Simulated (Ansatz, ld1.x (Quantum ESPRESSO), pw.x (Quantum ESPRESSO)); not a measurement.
**From atom to crystal: TM potential for N (Z = 7)**

| Item | Value |
| --- | --- |
| Element | nitrogen |
| Generator | ld1.x (Quantum ESPRESSO) 7.5 |
| Type | norm-conserving Troullier–Martins (Kleinman–Bylander form) |
| Functional | PBE |
| Relativity | scalar-relativistic |
| Frozen core | [He] |
| Valence charge | 5 |
| Reference configuration | 2s1 2p4 |
| Partial waves | 2s (bound): rc 0.85 bohr; 2p (bound): rc 1.60 bohr |
| Local potential | all-electron potential smoothed inside 1.55 bohr (lloc = -1) |
| Core correction | none |

Atomic tests: cutoffs needed: 50 Ry and 120 Ry (the cutoffs (Ry, on a coarse ladder) from which the occupation-weighted sum of valence levels, in a spherical-Bessel basis at the reference potential, stays within 10 and 1 mRy of its value at 400 Ry); ghost test: no extra level below or beside the all-electron valence levels (s, p, d, f tested) (spherical-Bessel basis up to 400 Ry, 20 bohr box); largest excitation error: +1001 meV (all-electron minus pseudo) for 2s2 2p0, out of 7 test configurations.

Crystal test: bcc N in pw.x 7.5, no spin, 18³ k-points, Fermi–Dirac smearing 0.01 Ry, cutoffs 145/580 Ry. The lattice is a test structure that the element need not adopt, and mesh and smearing are coarse. Spin polarisation is left out.

pw.x input:

```
&control
  calculation='scf', prefix='x', pseudo_dir='./', outdir='./tmp', tstress=.true., disk_io='low'
/
&system
  ibrav=0, nat=1, ntyp=1, ecutwfc=145, ecutrho=580, nbnd=9,
  occupations='smearing', smearing='fd', degauss=0.01
/
&electrons
  conv_thr=1e-09, mixing_beta=0.4, electron_maxstep=70
/
ATOMIC_SPECIES
N 1.0 N.UPF
CELL_PARAMETERS angstrom
  -1.21908154 1.21908154 1.21908154
  1.21908154 -1.21908154 1.21908154
  1.21908154 1.21908154 -1.21908154
ATOMIC_POSITIONS crystal
N 0.0000 0.0000 0.0000
K_POINTS automatic
18 18 18 0 0 0
```

```bash
pw.x < N.scf.in > N.scf.out
```

How does the run end?

It converges; the pressure is 3.69 GPa against -0.09 GPa from all-electron LAPW. This is a poor potential for the solid. The log shows:

```
Message from routine setup:
     using ibrav=0 with symmetry is DISCOURAGED, use correct ibrav instead
     lattice parameter (alat)  =       3.9902  a.u.
     unit-cell volume          =      48.9052 (a.u.)^3
     number of electrons       =         5.00
     number of Kohn-Sham states=            9
     kinetic-energy cutoff     =     145.0000  Ry
     charge density cutoff     =     580.0000  Ry
     scf convergence threshold =      1.0E-09
     Exchange-correlation= PBE
     number of k points=   195  Fermi-Dirac smearing, width (Ry)=  0.0100
     iteration #  1     ecut=   145.00 Ry     beta= 0.40
     total energy              =     -19.47334990 Ry
     estimated scf accuracy    <       0.00132420 Ry
     iteration #  2     ecut=   145.00 Ry     beta= 0.40
     total energy              =     -19.47365409 Ry
     estimated scf accuracy    <       0.00049719 Ry
     iteration #  3     ecut=   145.00 Ry     beta= 0.40
     total energy              =     -19.47367282 Ry
     estimated scf accuracy    <       0.00000300 Ry
     iteration #  4     ecut=   145.00 Ry     beta= 0.40
     total energy              =     -19.47367342 Ry
     estimated scf accuracy    <       0.00000005 Ry
     iteration #  5     ecut=   145.00 Ry     beta= 0.40
     total energy              =     -19.47367343 Ry
     estimated scf accuracy    <       0.00000001 Ry
     iteration #  6     ecut=   145.00 Ry     beta= 0.40
     the Fermi energy is     8.9697 ev
!    total energy              =     -19.47367344 Ry
     estimated scf accuracy    <          9.0E-11 Ry
     smearing contrib. (-TS)   =      -0.00253133 Ry
     The total energy is F=E-TS. E is the sum of the following terms:
     one-electron contribution =       3.35342391 Ry
     hartree contribution      =       1.61762604 Ry
     xc contribution           =      -4.69577494 Ry
     ewald contribution        =     -19.74641711 Ry
     convergence has been achieved in   6 iterations
          total   stress  (Ry/bohr**3)                   (kbar)     P=       36.88
```
